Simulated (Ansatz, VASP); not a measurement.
# One calculation of SrTiO3, two programs

```
Sr Ti O
1.0
     3.91599   -0.24991   -0.21183
    -0.24991    4.12484    0.09600
    -0.21183    0.09600    3.80048
Sr Ti O
1 1 3
Direct
  0.03210 0.95778 0.97996
  0.51475 0.46997 0.49667
  0.99075 0.52210 0.50653
  0.48504 0.02276 0.51467
  0.47736 0.52740 0.00217
```

Change from the starting cell: cell sheared at random, sigma 0.06, atoms nudged by 0.01 Å; relaxed back.

Alike in both runs: functional PBE; k mesh 6 × 6 × 6; occupations gaussian, width 0.05 eV; no spin polarisation; Hubbard terms Ti d U = 4.0 eV.

Ansatz relaxed the structure, and its values are those at the end. VASP's run is a single point on that final structure, the one shown.

|  | VASP | Ansatz |
| --- | --- | --- |
| version | VASP 6.6.1 | Ansatz 0.2.0 |
| potentials or method | VASP PAW PBE potentials, release 64 (Sr_sv, Ti_sv, O) | scalar-relativistic, plane waves, PAW |
| plane-wave cutoff (eV) | 520 | 420 |
| valence electrons in the cell | 40 | 40 |

Ansatz gave:

```
gap on the k mesh at the Fermi level (eV) : 2.46
least direct gap on the mesh (eV)         : 2.90
pressure (GPa)                            : 8.1
rms of the force components (eV/Å)        : 0.001
```

Problem. Which values does VASP return?

Solution. gap on the k mesh at the Fermi level (eV): 2.46; least direct gap on the mesh (eV): 2.89; pressure (GPa): 11.2; rms of the force components (eV/Å): 0.264.

The programs project onto different local orbitals, so the same U acts differently. Ansatz warned: «stress_scf_threshold_loose».

A k mesh can miss the band edges.
